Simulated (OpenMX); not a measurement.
# SnTe: band structure with PBE

**Experimental background.**

A printed reference work, textbook reports, for a bulk crystal of SnTe at 300 K: band gap 0.18 eV (direct).

Crystal: SnTe.

```xyz
2
Lattice="0.0000 3.1509 3.1509 3.1509 0.0000 3.1509 3.1509 3.1509 0.0000" Properties=species:S:1:pos:R:3 pbc="T T T"
Te    3.1509    3.1509    3.1509
Sn    0.0000    0.0000    0.0000
```

```
Program             : OpenMX 3.8.5
Task                : band structure
Functional          : PBE
Potentials or basis : OpenMX 2013 PBE set, Te7.0-s3p2d2f1, Sn7.0-s3p2d2, grid cutoff 500 Ry
k mesh              : 5 × 5 × 5
Occupations         : fermi-dirac, width 0.05 eV
Spin                : non-collinear spin, zero start, spin-orbit coupling
Starting moments    : [[0.0, 0.0, 0.0], [0.0, 0.0, 0.0]] μB
Mixing scheme       : rmm-diisk
SCF threshold       : 1e-07 Ha
Solver              : band
Max SCF cycles      : 100
```

| Property | Result |
| --- | --- |
| Band gap along the path | 0.26 eV, direct |
| Net moment | 0.00 μB per cell |
| Mulliken charges | Te -1.02; Sn +1.02 e |

Levels at the corners of the path, in eV from the Fermi level:
```tsv
point	band 27	band 28	band 29	band 30	band 31	band 32	band 33	band 34
Γ	-1.89	-1.89	-1.88	-1.88	2.78	2.78	3.61	3.61
X	-4.02	-4.02	-3.57	-3.57	1.07	1.07	2.29	2.29
W	-4.83	-4.83	-0.87	-0.87	0.81	0.81	2.11	2.11
K	-3.37	-3.37	-2.70	-2.70	2.46	2.46	2.91	2.91
Γ	-1.89	-1.89	-1.88	-1.88	2.78	2.78	3.61	3.61
L	-1.58	-1.58	-0.12	-0.12	0.14	0.14	0.30	0.30
U	-3.37	-3.37	-2.70	-2.70	2.46	2.46	2.91	2.91
W	-4.83	-4.83	-0.87	-0.87	0.81	0.81	2.11	2.11
L	-1.58	-1.58	-0.12	-0.12	0.14	0.14	0.30	0.30
K|U	-3.37	-3.37	-2.70	-2.70	2.46	2.46	2.91	2.91
X	-4.02	-4.02	-3.57	-3.57	1.07	1.07	2.29	2.29
```

Wall time 6.7 min on 1 thread of Intel(R) Xeon(R) Platinum 8488C (Sapphire Rapids), on a shared host, peak memory 1.2 GiB.

Measured gap of SnTe: 0.18 eV (direct; 300 K; a printed reference work, textbook). This calculation gives 0.26 eV (+0.08 eV). The value is that of PBE in an atomic basis (OpenMX 2013 PBE set, Te7.0-s3p2d2f1, Sn7.0-s3p2d2, grid cutoff 500 Ry), whose error adds to the functional's,, without temperature or zero-point motion.

Caveat: Mulliken charges move with the basis; this odd mesh misses L, where the gap lies, so gap, dielectric constants and Born charges aren't listed; total energies with and without spin-orbit coupling shouldn't be compared in this program; the basis of atomic orbitals isn't converged, which shifts pressures, moduli and gaps.
